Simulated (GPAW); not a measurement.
# CdTe (F-43m) in GPAW: notebook

Aim: see how the results for CdTe move with the level of theory and the settings. Levels: r2SCAN, TB-mBJ. Tasks: equation of state, single point.

Program: GPAW 26.7.0. These are calculated values, not measurements. Logs are shortened: lines on timing, memory, paths and dates and some standing lists are left out, and cuts for length are marked. The log counts tension as positive stress, the text compression.

**What was measured.**

A printed reference work, data compilation reports, for a bulk crystal of CdTe at 0 K: band gap 1.607 eV.

How close the calculation comes is told below.

### Step 1. The structure

It takes space group F-43m (No. 216, cubic). The conventional cell has a = 6.410 Å, b = 6.410 Å, c = 6.410 Å, α = 90.00°, β = 90.00°, γ = 90.00°. Te (site symmetry -43m) is surrounded by 4 Cd at 2.78 Å. Cd (site symmetry -43m) is surrounded by 4 Te at 2.78 Å.

### Step 2. Equation of state, r2SCAN

File run.py:

```python
from ase import Atoms
from ase.eos import EquationOfState
from ase.io import Trajectory
from ase.units import GPa
from gpaw import GPAW, PW

atoms = Atoms(['Te', 'Cd'],
              cell=[[0.0, 3.205, 3.205],
                    [3.205, 0.0, 3.205],
                    [3.205, 3.205, 0.0]],
              scaled_positions=[[0.75, 0.75, 0.75],
                                [0.0, 0.0, 0.0]],
              pbc=True)

traj = Trajectory('eos.traj', 'w')
volumes, energies = [], []
for x in [0.94, 0.96, 0.98, 1.0, 1.02, 1.04, 1.06]:
    a = atoms.copy()
    a.set_cell(atoms.cell * x**(1 / 3), scale_atoms=True)
    calc = GPAW(mode=PW(600),
                xc='MGGA_X_R2SCAN+MGGA_C_R2SCAN',
                kpts={'size': (7, 7, 7), 'gamma': True},
                occupations={'name': 'fermi-dirac', 'width': 0.05},
                nbands=18,
                convergence={'density': 1e-05, 'energy': 1e-05},
                maxiter=150,
                txt=f'eos-{x:.2f}.txt')
    a.calc = calc
    energies.append(a.get_potential_energy(force_consistent=True))
    volumes.append(a.get_volume())
    p = -a.get_stress()[:3].mean() / GPa
    calc.write(f'eos-{x:.2f}.gpw')
    traj.write(a)
    print(f'{x:.2f} {volumes[-1]:10.4f} A^3 {energies[-1]:14.6f} eV {p:9.3f} GPa', flush=True)

v0, e0, B = EquationOfState(volumes, energies, eos='birchmurnaghan').fit()
print(f'V0 = {v0:.4f} A^3, E0 = {e0:.6f} eV, B0 = {B / GPa:.2f} GPa')
```

Potentials or basis: GPAW PAW data sets (gpaw-data 1.2.1), pw.

On the command line:

```bash
OMP_NUM_THREADS=1 python run.py
```

Log:

```text
__  _  _
 | _ |_)|_||  |
 |__||  | ||/\| - 26.7.0

Input parameters:
  mode=PW(ecut=600.0),
  convergence={'density': 1e-05, 'energy': 1e-05},
  kpts=MonkhorstPack(size=(7, 7, 7), gamma=True),
  maxiter=150,
  nbands=18,
  occupations=Occupations(name='fermi-dirac', width=0.05),
  xc=XC(name='MGGA_X_R2SCAN+MGGA_C_R2SCAN')

Diagonalizing LCAO Hamiltonian
Converting LCAO to pw mode

                     Te

       Cd

Atoms  # Å, Bohr magnetons
|   | symbol |        x |        y |        z |    initial magnetic moments |
|---|--------|----------|----------|----------|-----------------------------|
| 0 |     Te | 4.742526 | 4.742526 | 4.742526 | ( 0.0000,  0.0000,  0.0000) |
| 1 |     Cd | 0.000000 | 0.000000 | 0.000000 | ( 0.0000,  0.0000,  0.0000) |

Unit cell  # Å
| periodic |        x |        y |        z |  lengths |    angles |
|----------|----------|----------|----------|----------|-----------|
|      yes | 0.000000 | 3.161684 | 3.161684 | 4.471296 | 60.000000 |
|      yes | 3.161684 | 0.000000 | 3.161684 | 4.471296 | 60.000000 |
|      yes | 3.161684 | 3.161684 | 0.000000 | 4.471296 | 60.000000 |

Number of symmetries: 24
Symmetry operations  # r_c * U_cc + t_c -> r_c
|    | kind |            matrix            |
|----|------|------------------------------|
|  0 |  E   |  1, 0, 0,  0, 1, 0,  0, 0, 1 |
|  1 |  σ   |  1, 0, 0,  0, 0, 1,  0, 1, 0 |
|  2 |  σ   |  1, 0,-1,  0, 1,-1,  0, 0,-1 |
|  3 |  C3  |  1, 0,-1,  0, 0,-1,  0, 1,-1 |
|  4 |  C3  |  1,-1, 0,  0,-1, 1,  0,-1, 0 |
|  5 |  σ   |  1,-1, 0,  0,-1, 0,  0,-1, 1 |
|  6 |  σ   |  0, 1, 0,  1, 0, 0,  0, 0, 1 |
|  7 |  C3  |  0, 1, 0,  0, 0, 1,  1, 0, 0 |
|  8 |  C2  |  0, 1,-1,  1, 0,-1,  0, 0,-1 |
|  9 |  S4  |  0, 1,-1,  0, 0,-1,  1, 0,-1 |
| 10 |  C3  |  0, 0, 1,  1, 0, 0,  0, 1, 0 |
| 11 |  σ   |  0, 0, 1,  0, 1, 0,  1, 0, 0 |
| 12 |  S4  |  0, 0,-1,  1, 0,-1,  0, 1,-1 |
| 13 |  C3  |  0, 0,-1,  0, 1,-1,  1, 0,-1 |
| 14 |  S4  |  0,-1, 1,  1,-1, 0,  0,-1, 0 |
| 15 |  C2  |  0,-1, 1,  0,-1, 0,  1,-1, 0 |
| 16 |  C3  |  0,-1, 0,  1,-1, 0,  0,-1, 1 |
| 17 |  S4  |  0,-1, 0,  0,-1, 1,  1,-1, 0 |
| 18 |  S4  | -1, 1, 0, -1, 0, 1, -1, 0, 0 |
| 19 |  C3  | -1, 1, 0, -1, 0, 0, -1, 0, 1 |
| 20 |  C3  | -1, 0, 1, -1, 1, 0, -1, 0, 0 |
| 21 |  S4  | -1, 0, 1, -1, 0, 0, -1, 1, 0 |
| 22 |  σ   | -1, 0, 0, -1, 1, 0, -1, 0, 1 |
| 23 |  C2  | -1, 0, 0, -1, 0, 1, -1, 1, 0 |

BZ-sampling:
  Number of BZ points: 343
  Number of IBZ points: 20

  Monkhorst-Pack size: [7, 7, 7]
  Monkhorst-Pack shift: [0, 0, 0]

K-points  # in reciprocal-cell coordinates
|     |                                coordinates |     weight |
|-----|--------------------------------------------|------------|
|   0 | (  0.00000000,   0.00000000,   0.00000000) | 0.00291545 |
|   1 | (  0.14285714,   0.14285714,   0.00000000) | 0.01749271 |
|   2 | (  0.14285714,   0.14285714,   0.14285714) | 0.02332362 |
|   3 | (  0.28571429,   0.14285714,   0.14285714) | 0.03498542 |
|   4 | (  0.28571429,   0.28571429,   0.00000000) | 0.01749271 |
|   5 | (  0.28571429,   0.28571429,   0.14285714) | 0.06997085 |
|   6 | (  0.28571429,   0.28571429,   0.28571429) | 0.02332362 |
|   7 | (  0.42857143,  -0.28571429,  -0.28571429) | 0.03498542 |
|   8 | (  0.42857143,   0.28571429,  -0.42857143) | 0.13994169 |
|   9 | (  0.42857143,   0.28571429,  -0.28571429) | 0.06997085 |
| ... |                                            |            |
|  19 | (  0.42857143,   0.42857143,   0.42857143) | 0.02332362 |

Plane wave coefficients: 2129
Cutoff: 600.0 eV

Spin-components: 1 (collinear spins)
Bands:           18
Projectors:      11
Spin-degeneracy: 2
Datatype:        complex128

Parallelization:
  kpt:    1
  domain: 1
  band:   1

Density:
  Valence electrons: 18.0
  Components: 1
  Grid points: [27 27 27]
  Charge: 0.0  # |e|

Potential:
  Grid points: [27 27 27]

species:
  Te:
    name:    Tellurium
    Z:       52.0
    valence: 6
    core:    46
    charge:  0.0  # [|e|]
    compensation charges:
      type: gauss
      rc: 0.36  # [Å]
      lmax: 2
    cutoffs:
      filter: 2.09  # [Å]
      core: 3.17  # [Å]
    projectors
    | kind |    occ | energy [eV] | rcut [Å] |
    |------|--------|-------------|----------|
    |   5s |  2.000 |     -15.089 |    1.180 |
    |   5p |  4.000 |      -5.955 |    1.196 |
    |    s |        |      12.123 |    1.180 |
    |    p |        |      21.256 |    1.196 |
    |    d |        |       0.000 |    1.238 |

    Using partial waves for Te as LCAO basis

  Cd:
    name:    Cadmium
    Z:       48.0
    valence: 12
    core:    36
    charge:  0.0  # [|e|]
    compensation charges:
      type: gauss
      rc: 0.38  # [Å]
      lmax: 2
    cutoffs:
      filter: 2.12  # [Å]
      core: 2.62  # [Å]
    projectors
    | kind |    occ | energy [eV] | rcut [Å] |
    |------|--------|-------------|----------|
    |   5s |  2.000 |      -5.655 |    1.191 |
    |   5p |  0.000 |      -1.186 |    1.228 |
    |   4d | 10.000 |     -11.739 |    1.164 |
    |    s |        |      21.556 |    1.191 |
    |    p |        |      26.026 |    1.228 |
    |    d |        |      15.473 |    1.164 |

    Using partial waves for Cd as LCAO basis

Reference energy: -336963.801770  # eV

eigensolver:
  PPCG
  Converge bands: occupied
  niter=2

density mixing:
  MSR1-Mixer
  Pratt-step length: 0.05
  Maximum mixing coefficient: 0.75
  Old densities: 10
  SVD Regularization: 0.005
  Good broyden scale: 1.0
  Trust region scale: 1.0
  Backstep threshold: 4.0
  History deletion threshold: 6.0
  Fourier metric: weight=20.0, sigma=0.015

occupation numbers:
  Fermi-Dirac:
    width: 0.0500  # eV

poisson solver:
  ecut: 4800.0  # eV

xc functional:
  name: MGGA_X_R2SCAN+MGGA_C_R2SCAN with 2 nearest neighbor stencil

convergence criteria:
- Maximum integral of absolute [dens]ity change: 1e-05 electrons / valence electron
- Maximum [total energy] change in last 3 cyles: 1e-05 eV / valence electron
- Maximum integral of absolute [eigenst]ate change: 4e-08 eV^2 / valence electron
maximum number of iterations: 150

SCF iterations
|iter     | |      energy | eigst |  dens |
|---------|-|-------------|-------|-------|
|iter:   1| |  -36.113422 | -0.27 |       |
|iter:   2| |  -34.325154 | -1.23 | -1.31 |
|iter:   3| |  -34.314315 | -1.84 | -1.28 |
|iter:   4| |  -34.295104 | -2.60 | -1.46 |
|iter:   5| |  -34.277381 | -2.99 | -1.59 |
|iter:   6| |  -34.278480 | -4.20 | -2.30 |
|iter:   7| |  -34.278651 | -4.85 | -2.65 |
|iter:   8| |  -34.278668 | -6.25 | -3.21 |
|iter:   9| |  -34.278668c| -6.51 | -3.44 |
|iter:  10| |  -34.278668c| -8.32c| -4.73 |
|iter:  11| |  -34.278668c| -7.92c| -5.08c|

Converged in 11 steps
Energy contributions relative to reference atoms: (reference = -336963.801770)

Energy contributions:
  Kinetic:          29.044209
  Coulomb:         -25.399253
  Zero:             -0.011723
  External:          0.000000
  Xc:              -37.911901
  Entropy:          -0.000000
  Spinorbit:         0.000000
  ----------------------------
  Free energy:     -34.278668
  Extrapolated:    -34.278668

dipole moment: (-16.065714, -16.065714, -16.065714)  # |e|*Ang

Fermi level: 5.093
Eigenvalues  # (at kpt = [0.000, 0.000, 0.000])
| band index |      eig [eV] | occ [0-2] |
|------------|---------------|-----------|
|          0 |        -7.687 |     2.000 |
|          1 |        -4.507 |     2.000 |
|          2 |        -4.507 |     2.000 |
|          3 |        -4.507 |     2.000 |
|          4 |        -4.150 |     2.000 |
|          5 |        -4.150 |     2.000 |
[... 10 lines left out ...]
|         16 |        14.986 |     0.000 |
|         17 |        14.986 |     0.000 |

Gap: 1.506 eV
Transition (v -> c):
  (s=0, k=0, n=8, [0.00, 0.00, 0.00]) -> (s=0, k=0, n=9, [0.00, 0.00, 0.00])
No difference between direct/indirect transitions

Stress tensor  # eV/Ang^3
|         x |         y |         z |
|-----------|-----------|-----------|
| -0.033029 |  0.000000 |  0.000000 |
|  0.000000 | -0.033029 |  0.000000 |
|  0.000000 |  0.000000 | -0.033029 |

# Writing to eos-0.96.gpw (mode='')
```

It took 16 min on 1 thread of Intel Xeon at 2.50GHz (Skylake/Cascade Lake), shared host; peak memory 0.96 GiB.

What came out:

```yaml
Equilibrium_volume: "35.03 Å³/atom (rough: see the caveat)"
Bulk_modulus: 41 GPa (rough)
```

Energy against volume, from the lowest point:
| volume (Å³/atom) | energy (meV/atom) |
| --- | --- |
| 30.947 | 76.10 |
| 31.605 | 51.42 |
| 32.263 | 32.25 |
| 32.922 | 17.98 |
| 33.580 | 8.15 |
| 34.239 | 2.29 |
| 34.897 | 0.00 |

Caveat: the minimum lies outside the volumes run; the PAW data sets were made with another functional, which shifts forces and pressure a little. Spin-orbit coupling is left out, which matters for the levels of Te.

### Step 3. Single point, TB-mBJ

File run.py:

```python
from ase import Atoms
from ase.dft.bandgap import bandgap
from ase.io import write
from gpaw import GPAW, PW

atoms = Atoms(['Te', 'Cd'],
              cell=[[0.0, 3.205, 3.205],
                    [3.205, 0.0, 3.205],
                    [3.205, 3.205, 0.0]],
              scaled_positions=[[0.75, 0.75, 0.75],
                                [0.0, 0.0, 0.0]],
              pbc=True)

calc = GPAW(mode=PW(600),
            xc='TB09',
            kpts={'size': (8, 8, 8), 'gamma': True},
            occupations={'name': 'fermi-dirac', 'width': 0.05},
            nbands=18,
            convergence={'density': 1e-05, 'energy': 1e-05},
            eigensolver='cg',
            maxiter=150,
            txt='gpaw.txt')
atoms.calc = calc
energy = atoms.get_potential_energy()
calc.write('gs.gpw')
write('result.traj', atoms)
print('Fermi level:', round(calc.get_fermi_level(), 4), 'eV')
print(f'Gap: {bandgap(calc)[0]:.4f} eV, direct: {bandgap(calc, direct=True)[0]:.4f} eV')
```

Potentials or basis: GPAW PAW data sets for LDA (gpaw-data 1.2.1), pw.

On the command line:

```bash
OMP_NUM_THREADS=1 python run.py
```

Run time: 2.8 min. Hardware: 1 thread of Intel Xeon at 2.50GHz (Skylake/Cascade Lake), shared host; peak memory 0.33 GiB.

It converged, with:

* Band gap on the k mesh: 1.90 eV, direct

Levels at points of the mesh, in eV from the valence-band top:
| k point | band 5 | band 6 | band 7 | band 8 | band 9 | band 10 | band 11 | band 12 | band 13 | band 14 |
| --- | --- | --- | --- | --- | --- | --- | --- | --- | --- | --- |
| (0.00, 0.00, 0.00) | -8.18 | -8.18 | 0.00 | 0.00 | 0.00 | 1.90 | 5.15 | 5.15 | 5.15 | 8.55 |
| (0.50, 0.50, 0.00) | -8.15 | -7.60 | -4.06 | -1.82 | -1.82 | 3.22 | 3.27 | 9.79 | 10.03 | 10.03 |
| (0.50, 0.50, 0.50) | -8.17 | -7.78 | -4.22 | -0.75 | -0.75 | 2.65 | 5.66 | 5.66 | 7.98 | 9.61 |

Caveat: a model potential gives levels but no total energy; the PAW data sets were made with another functional, which shifts forces and pressure a little; spin-orbit coupling is left out, which moves the levels of the heavy elements.

### Step 4. How close it comes

Step 3. Measured gap of CdTe: 1.607 eV (0 K; a printed reference work, data compilation). This calculation gives 1.90 eV (+0.29 eV). Spin-orbit coupling on Cd, Te is left out. The value is that of TB-mBJ, without temperature or zero-point motion.
